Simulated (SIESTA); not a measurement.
# GaP under changes of volume

One of the cells (20.240 Å³/atom); the others are scaled copies at fixed shape and fractional positions:

```
Ga P
1.0
     0.00000    2.72525    2.72525
     2.72525    0.00000    2.72525
     2.72525    2.72525    0.00000
Ga P
1 1
Direct
  0.00000 0.00000 0.00000
  0.75000 0.75000 0.75000
```

- Program: SIESTA 5.4.2
- Functional: optB88-vdW
- Potentials or basis: PseudoDojo 0.4 standard (PBE files)
- Basis: DZP (energy shift 0.002 Ry; radii capped at 9.5 bohr)
- Grid cutoff: 800 Ry
- Energy shift: 0.002 Ry
- k mesh: 8 × 8 × 8
- Occupations: fermi-dirac, width 0.05 eV
- Spin: no spin polarisation

| volume (Å³/atom) | energy over the lowest point (meV/atom) | pressure (GPa) | gap on the mesh (eV) |
| --- | --- | --- | --- |
| 19.026 | ? | ? | ? |
| 19.431 | 40.87 | 8.1 | 1.61 |
| 19.836 | 23.26 | 5.9 | 1.63 |
| 20.240 | 11.00 | 3.9 | 1.57 |
| 20.645 | 3.44 | 2.2 | 1.50 |
| 21.050 | 0.00 | 0.6 | 1.44 |
| 21.455 | 0.24 | -0.8 | 1.30 |

Problem. What does the run at 19.026 Å³/atom give?

Solution. Energy over the lowest point 64.41 meV/atom; pressure 10.6 GPa; gap on the mesh 1.58 eV.

Worked out: A Birch-Murnaghan fit of order 3 (a polynomial in V^(-2/3)) to the other rows has its minimum at 21.22 Å³/atom with B0 = V·E''(V) = 72 GPa and B' = 5.6. It gives 64.54 meV/atom at 19.026 Å³/atom, against the run's 64.41, and -dE/dV = 10.7 GPa, against 10.6. A parabola through the other rows of the gap, of slope 2.22 eV per unit of ln V there, extrapolates to 1.59 eV, against the run's 1.58.

Energies are extrapolated to zero smearing.

Caveats: semicore shells carry a single zeta, which can move pressures by several GPa and volumes by a few percent; the potentials were made for another functional, which shifts forces and pressure; the basis of atomic orbitals isn't converged, which shifts pressures, moduli and gaps.

A mesh can miss the band edges. Spin-orbit coupling on Ga is left out.
